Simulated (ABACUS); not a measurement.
# BP (F-43m) in ABACUS: notebook

Aim: see how the results for BP move with the level of theory and the settings. Levels: PBE, SCAN. Tasks: single point.

Everything below comes from runs of ABACUS 3.10.1. Logs are shortened: lines on timing, memory, paths and dates and some standing lists are left out, and cuts for length are marked.

## (1) The crystal as given

It takes space group F-43m (No. 216, cubic). Conventional cell: a = 4.538 Å, b = 4.538 Å, c = 4.538 Å, α = 90.00°, β = 90.00°, γ = 90.00°. P (site symmetry -43m) is surrounded by 4 B at 1.97 Å. B (site symmetry -43m) is surrounded by 4 P at 1.97 Å.

## (2) Single point, PBE

File run_abacus.py:

```python
"""ABACUS run from a structure file: ASE reads it, the script writes STRU, KPT and INPUT."""
import re
import subprocess
import spglib
from ase import Atoms
from ase.io import read
from ase.units import Bohr

atoms = read("BP.cif")
cell, frac, numbers = spglib.standardize_cell((atoms.cell[:], atoms.get_scaled_positions(), atoms.numbers), to_primitive=True, symprec=1e-4)
atoms = Atoms(numbers=numbers, cell=cell, scaled_positions=frac, pbc=True)  # the primitive cell
atoms = atoms[(-atoms.numbers).argsort(kind="stable")]  # ABACUS lists atoms element by element
pseudo = {'P': 'P.pbe-n-rrkjus_psl.1.0.0.UPF', 'B': 'b_pbe_v1.4.uspp.F.UPF'}
orbital = {}
magmoms = None
kmesh = [8, 8, 8]
params = {
    'suffix': 'BP',
    'calculation': 'scf',
    'basis_type': 'pw',
    'pseudo_dir': './',
    'symmetry': 1,
    'dft_functional': 'pbe',
    'ecutwfc': 55,
    'pseudo_rcut': 10,
    'nspin': 1,
    'nbands': 14,
    'ks_solver': 'dav',
    'smearing_method': 'fd',
    'smearing_sigma': 0.00367493,
    'scf_thr': 1e-08,
    'scf_nmax': 100,
    'mixing_type': 'broyden',
    'mixing_beta': 0.7,
    'cal_force': 1,
    'cal_stress': 1,
    'ecutrho': 440,
    'out_chg': 1,
    'kpar': 4,
}

symbols = atoms.get_chemical_symbols()
elements = list(dict.fromkeys(symbols))
lines = ["ATOMIC_SPECIES"] + [f"{e} {atoms.get_masses()[symbols.index(e)]:.4f} {pseudo[e]}" for e in elements]
if orbital:
    lines += ["", "NUMERICAL_ORBITAL"] + [orbital[e] for e in elements]
lines += ["", "LATTICE_CONSTANT", f"{1 / Bohr:.10f}", "", "LATTICE_VECTORS"]
lines += [" ".join(f"{x:.10f}" for x in v) for v in atoms.cell]
lines += ["", "ATOMIC_POSITIONS", "Direct"]
for e in elements:
    lines += ["", e, "0.0", str(symbols.count(e))]
    for i, p in enumerate(atoms.get_scaled_positions(wrap=False)):
        if symbols[i] == e:
            mag = "" if magmoms is None else " mag " + " ".join(str(x) for x in (magmoms[i] if isinstance(magmoms[i], list) else [magmoms[i]]))
            lines.append(" ".join(f"{x:.10f}" for x in p) + " 1 1 1" + mag)
open("STRU", "w").write("\n".join(lines) + "\n")
open("KPT", "w").write("K_POINTS\n0\nGamma\n%d %d %d 0 0 0\n" % tuple(kmesh))
open("INPUT", "w").write("INPUT_PARAMETERS\n" + "".join(f"{k:<20s}{v}\n" for k, v in params.items()))

done = subprocess.run(['mpirun', '-np', '4', 'abacus'])
if done.returncode:
    raise SystemExit(done.returncode)
log = open("OUT.BP/running_scf.log").read()
print("final energy (eV):", re.findall(r"FINAL_ETOT_IS (\S+)", log))
```

File BP.cif:

```cif
data_BP
_cell_length_a 4.53800000
_cell_length_b 4.53800000
_cell_length_c 4.53800000
_cell_angle_alpha 90.00000000
_cell_angle_beta 90.00000000
_cell_angle_gamma 90.00000000
_space_group_name_H-M_alt 'F-43m'
_space_group_name_Hall 'F -4 2 3'
_space_group_IT_number 216
loop_
_space_group_symop_operation_xyz
'x,y,z'
'y,-x,-z'
'-x,-y,z'
'-y,x,-z'
'x,-y,-z'
'y,x,z'
'-x,y,-z'
'-y,-x,z'
'z,x,y'
'-z,y,-x'
'z,-x,-y'
'-z,-y,x'
'-z,x,-y'
'z,y,x'
'-z,-x,y'
'z,-y,-x'
'y,z,x'
'-x,-z,y'
'-y,z,-x'
'x,-z,-y'
'-y,-z,x'
'x,z,y'
'y,-z,-x'
'-x,z,-y'
'x,y+1/2,z+1/2'
'y,-x+1/2,-z+1/2'
'-x,-y+1/2,z+1/2'
'-y,x+1/2,-z+1/2'
'x,-y+1/2,-z+1/2'
'y,x+1/2,z+1/2'
'-x,y+1/2,-z+1/2'
'-y,-x+1/2,z+1/2'
'z,x+1/2,y+1/2'
'-z,y+1/2,-x+1/2'
'z,-x+1/2,-y+1/2'
'-z,-y+1/2,x+1/2'
'-z,x+1/2,-y+1/2'
'z,y+1/2,x+1/2'
'-z,-x+1/2,y+1/2'
'z,-y+1/2,-x+1/2'
'y,z+1/2,x+1/2'
'-x,-z+1/2,y+1/2'
'-y,z+1/2,-x+1/2'
'x,-z+1/2,-y+1/2'
'-y,-z+1/2,x+1/2'
'x,z+1/2,y+1/2'
'y,-z+1/2,-x+1/2'
'-x,z+1/2,-y+1/2'
'x+1/2,y,z+1/2'
'y+1/2,-x,-z+1/2'
'-x+1/2,-y,z+1/2'
'-y+1/2,x,-z+1/2'
'x+1/2,-y,-z+1/2'
'y+1/2,x,z+1/2'
'-x+1/2,y,-z+1/2'
'-y+1/2,-x,z+1/2'
'z+1/2,x,y+1/2'
'-z+1/2,y,-x+1/2'
'z+1/2,-x,-y+1/2'
'-z+1/2,-y,x+1/2'
'-z+1/2,x,-y+1/2'
'z+1/2,y,x+1/2'
'-z+1/2,-x,y+1/2'
'z+1/2,-y,-x+1/2'
'y+1/2,z,x+1/2'
'-x+1/2,-z,y+1/2'
'-y+1/2,z,-x+1/2'
'x+1/2,-z,-y+1/2'
'-y+1/2,-z,x+1/2'
'x+1/2,z,y+1/2'
'y+1/2,-z,-x+1/2'
'-x+1/2,z,-y+1/2'
'x+1/2,y+1/2,z'
'y+1/2,-x+1/2,-z'
'-x+1/2,-y+1/2,z'
'-y+1/2,x+1/2,-z'
'x+1/2,-y+1/2,-z'
'y+1/2,x+1/2,z'
'-x+1/2,y+1/2,-z'
'-y+1/2,-x+1/2,z'
'z+1/2,x+1/2,y'
'-z+1/2,y+1/2,-x'
'z+1/2,-x+1/2,-y'
'-z+1/2,-y+1/2,x'
'-z+1/2,x+1/2,-y'
'z+1/2,y+1/2,x'
'-z+1/2,-x+1/2,y'
'z+1/2,-y+1/2,-x'
'y+1/2,z+1/2,x'
'-x+1/2,-z+1/2,y'
'-y+1/2,z+1/2,-x'
'x+1/2,-z+1/2,-y'
'-y+1/2,-z+1/2,x'
'x+1/2,z+1/2,y'
'y+1/2,-z+1/2,-x'
'-x+1/2,z+1/2,-y'
loop_
_atom_site_label
_atom_site_type_symbol
_atom_site_symmetry_multiplicity
_atom_site_Wyckoff_symbol
_atom_site_fract_x
_atom_site_fract_y
_atom_site_fract_z
_atom_site_occupancy
P1 P 4 c 0.2500000000 0.2500000000 0.2500000000 1
B1 B 4 a 0.0000000000 0.0000000000 0.0000000000 1
```

Potentials or basis: SSSP 1.3 efficiency PBE, plane waves.

Started as:

```bash
OMP_NUM_THREADS=1 python run_abacus.py > log
```

running log:

```text
ABACUS v3.10.1

               Atomic-orbital Based Ab-initio Computation at UStc

 ------------------------------------------------------------------------------------

 READING GENERAL INFORMATION
                           global_out_dir = OUT.BP/
                           global_in_card = INPUT
                               pseudo_dir = ./
                              orbital_dir =
                                    DSIZE = 4
                                    GSIZE = 1

 READING UNITCELL INFORMATION
                                    ntype = 2
                  lattice constant (Bohr) = 1.88973
              lattice constant (Angstrom) = 1

 READING ATOM TYPE 1
                               atom label = P
                      L=0, number of zeta = 1
                      L=1, number of zeta = 1
                      L=2, number of zeta = 1
             number of atom for this type = 1

 READING ATOM TYPE 2
                               atom label = B
                      L=0, number of zeta = 1
                      L=1, number of zeta = 1
                      L=2, number of zeta = 1
             number of atom for this type = 1

                        TOTAL ATOM NUMBER = 2
DIRECT COORDINATES
    atom                   x                   y                   z     mag                  vx                  vy                  vz
taud_P1            0.2500000000        0.2500000000        0.2500000000  0.0000        0.0000000000        0.0000000000        0.0000000000
taud_B1            0.0000000000        0.0000000000        0.0000000000  0.0000        0.0000000000        0.0000000000        0.0000000000

                          Volume (Bohr^3) = 157.663
                             Volume (A^3) = 23.3632

 Lattice vectors: (Cartesian coordinate: in unit of a_0)
                   +0              +2.269              +2.269
               +2.269                  +0              +2.269
               +2.269              +2.269                  +0
 Reciprocal vectors: (Cartesian coordinate: in unit of 2 pi/a_0)
            -0.220361           +0.220361           +0.220361
            +0.220361           -0.220361           +0.220361
            +0.220361           +0.220361           -0.220361
 The esolver type has been set to : ksdft_pw

                PAO radial cut off (Bohr) = 10

 Read in pseudopotential file is P.pbe-n-rrkjus_psl.1.0.0.UPF
                     pseudopotential type = USPP
          exchange-correlation functional = PBE
                 nonlocal core correction = 1
                        valence electrons = 5
[... 216 lines left out ...]

 Make real space PAO into reciprocal space.
       max mesh points in Pseudopotential = 961
     dq(describe PAO in reciprocal space) = 0.01
                                    max q = 894

 number of pseudo atomic orbitals for P is 2
WARNING: norm of atomic wavefunction # 2 of atomic type P is 0.999973, renormalized

 number of pseudo atomic orbitals for B is 2
WARNING: norm of atomic wavefunction # 1 of atomic type B is 0.999999, renormalized
WARNING: norm of atomic wavefunction # 2 of atomic type B is 0.999862, renormalized

 -------------------------------------------
 SELF-CONSISTENT
 -------------------------------------------
                                 init_chg = atomic

 PW ALGORITHM --------------- ION=   1  ELEC=   1--------------------------------

 Density error is 0.159816408164
                          Error Threshold = 0.01
----------------------------------------------------------
     Energy           Rydberg                 eV
----------------------------------------------------------
 E_KohnSham     -20.4691681467       -278.4973201153
 E_Harris       -20.2147453129       -275.0357198745
 E_Fermi        0.6731729010         9.1589871933
----------------------------------------------------------
[... 63 lines left out ...]
 Density error is 1.73589045638e-10
                          Error Threshold = 1.73479345836e-10
----------------------------------------------------------
     Energy           Rydberg                 eV
----------------------------------------------------------
 E_KohnSham     -20.5002168682       -278.9197596431
 E_KS(sigma->0) -20.5002168656       -278.9197596077
 E_Harris       -20.5002171180       -278.9197630418
 E_band         1.6089133350         21.8903889441
 E_one_elec     6.6573983107         90.5785508813
 E_Hartree      1.2626201667         17.1788286764
 E_xc           -7.4369958118        -101.1855190422
 E_Ewald        -20.9832395286       -285.4916200877
 E_entropy(-TS) -0.0000000052        -0.0000000709
 E_descf        0.0000000000         0.0000000000
 E_exx          0.0000000000         0.0000000000
 E_Fermi        0.7235040502         9.8437776094
----------------------------------------------------------

 charge density convergence is achieved
 final etot is -278.91975964 eV
 EFERMI = 9.8437776094 eV

 STATE ENERGY(eV) AND OCCUPATIONS    NSPIN == 1
 1/8 kpoint (Cartesian) = 0.0000 0.0000 0.0000 (1067 pws)
       1       -6.22867     0.00390625
       2        9.22668     0.00390623
       3        9.22668     0.00390623
       4        9.22668     0.00390623
       5        12.6301    2.45492e-27
       6        12.6301    2.45492e-27
       7        12.6301    2.45492e-27
       8        16.6106    6.54237e-62
       9        20.7599        0.00000
      10        21.2498        0.00000
      11        21.2498        0.00000
      12        24.9240        0.00000
      13        24.9240        0.00000
      14        24.9240        0.00000
[... 66 lines left out ...]
       1       -5.85359      0.0234375
       2        8.04881      0.0234375
       3        8.05196      0.0234375
       4        8.05196      0.0234375
       5        12.0073    3.77966e-21
       6        14.2154    2.50218e-40
       7        14.2154    2.50218e-40
       8        16.8397    4.01808e-63
       9        19.5685    7.97716e-87
      10        21.6496        0.00000
      11        21.9443        0.00000
      12        25.6524        0.00000
      13        25.6524        0.00000
      14        26.7208        0.00000

[... levels at 2 further k points ...]

------------------------------------------------------------------------------------------
 TOTAL-FORCE (eV/Angstrom)
------------------------------------------------------------------------------------------
                        P1         0.0000000000         0.0000000000         0.0000000000
                        B1         0.0000000000         0.0000000000         0.0000000000
------------------------------------------------------------------------------------------

----------------------------------------------------------------
 TOTAL-STRESS (KBAR)
----------------------------------------------------------------
        11.1716533460         0.0000000000        -0.0000000000
         0.0000000000        11.1716533460         0.0000000000
         0.0000000000        -0.0000000000        11.1716533460
----------------------------------------------------------------
 TOTAL-PRESSURE: 11.171653 KBAR

 --------------------------------------------
 !FINAL_ETOT_IS -278.9197596431316697 eV
 --------------------------------------------
```

It took 9.1 s on 4 MPI ranks of Intel Xeon Platinum 8488C (Sapphire Rapids), shared host; peak memory 0.64 GiB.

What came out:

- Free energy: -278.9198 eV
- Pressure: 1.1 GPa
- Band gap on the k mesh: 1.28 eV, indirect (least direct gap 3.40 eV)

## (3) Single point, SCAN

File INPUT:

```
INPUT_PARAMETERS
suffix              BP
calculation         scf
basis_type          pw
pseudo_dir          ./
symmetry            1
dft_functional      scan
ecutwfc             88
pseudo_rcut         10
nspin               1
nbands              14
ks_solver           dav
smearing_method     fd
smearing_sigma      0.00367493
scf_thr             1e-08
scf_nmax            100
mixing_type         broyden
mixing_beta         0.7
cal_force           1
cal_stress          1
mixing_tau          1
out_chg             1
out_pot             2
out_elf             1
```

File STRU:

```
ATOMIC_SPECIES
P 30.9738 P_ONCV_PBE-1.2.upf
B 10.8100 B_ONCV_PBE-1.2.upf

LATTICE_CONSTANT
6.0638487579

LATTICE_VECTORS
0.0000000000 0.7071067812 0.7071067812
0.7071067812 0.0000000000 0.7071067812
0.7071067812 0.7071067812 0.0000000000

ATOMIC_POSITIONS
Cartesian

P
0.0
1
1.0606601718 1.0606601718 1.0606601718 1 1 1

B
0.0
1
0.0000000000 0.0000000000 0.0000000000 1 1 1
```

File KPT:

```
K_POINTS
0
Gamma
6 6 6 0 0 0
```

Potentials or basis: SG15 ONCV 1.2 PBE, plane waves.

Started as:

```bash
OMP_NUM_THREADS=1 mpirun -np 4 abacus > log
```

It took 14 s on 4 MPI ranks of Intel Xeon Platinum 8259CL at 2.50GHz (Skylake/Cascade Lake), shared host; peak memory 0.24 GiB.

Results (log left out):

* Free energy: -257.4956 eV
* Pressure: -0.9 GPa
* Band gap on the k mesh: 1.68 eV, indirect (least direct gap 3.83 eV)

Levels at points of the mesh, in eV from the valence-band top:
```tsv
k point	band 2	band 3	band 4	band 5	band 6	band 7
(0.00, 0.00, 0.00)	0.00	0.00	0.00	3.83	3.83	3.83
(0.50, 0.50, 0.50)	-9.40	-1.83	-1.83	4.17	5.21	5.21
(0.50, 0.50, 0.00)	-9.03	-4.27	-4.27	1.68	1.98	13.15
```

Caveat: the potentials were made for another functional, which shifts forces and pressure. SCAN opens gaps a little over a GGA but as a rule still falls short of measured ones.
